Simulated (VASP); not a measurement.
Input of a VASP 6.6.1 run:

The input INCAR:

```
PREC = Accurate
ENCUT = 600
EDIFF = 1E-7
ISMEAR = 0
SIGMA = 0.03
LREAL = F
LASPH = T
NELM = 80
ALGO = Fast
ISIF = 2
LWAVE = F
LCHARG = F
GGA = PS
IBRION = 2
NSW = 40
EDIFFG = -0.01
```

Contents of KPOINTS:

```
Automatic mesh
0
Gamma
  12 12 12
```

POSCAR

```
LiF                                     
1.0
    0.0000000000      2.0247785610      2.0247785610
    2.0247785610      0.0000000000      2.0247785610
    2.0247785610      2.0247785610      0.0000000000
  Li              F             
     1     1
Direct
     0.0000000000000000    0.0000000000000000    0.0000000000000000
     0.5000000000000000    0.5000000000000000    0.5000000000000000
```

Potentials or basis: VASP PAW PBE potentials, release 64 (Li_sv, F).

Command:

```sh
$ cat potpaw_PBE.64/Li_sv/POTCAR potpaw_PBE.64/F/POTCAR > POTCAR
$ mpirun -np 1 vasp_std > vasp.out
```

Q: Predict the band gap on the k mesh.

A: 8.79 eV, direct.

Final structure:
```
Li F
1.0
     0.00000    2.02478    2.02478
     2.02478    0.00000    2.02478
     2.02478    2.02478    0.00000
Li F
1 1
Cartesian
  0.0000 0.0000 0.0000
  2.0248 2.0248 2.0248
```

Caveat: the relaxation stopped at its first step, so nothing moved. A k mesh can miss the band edges.
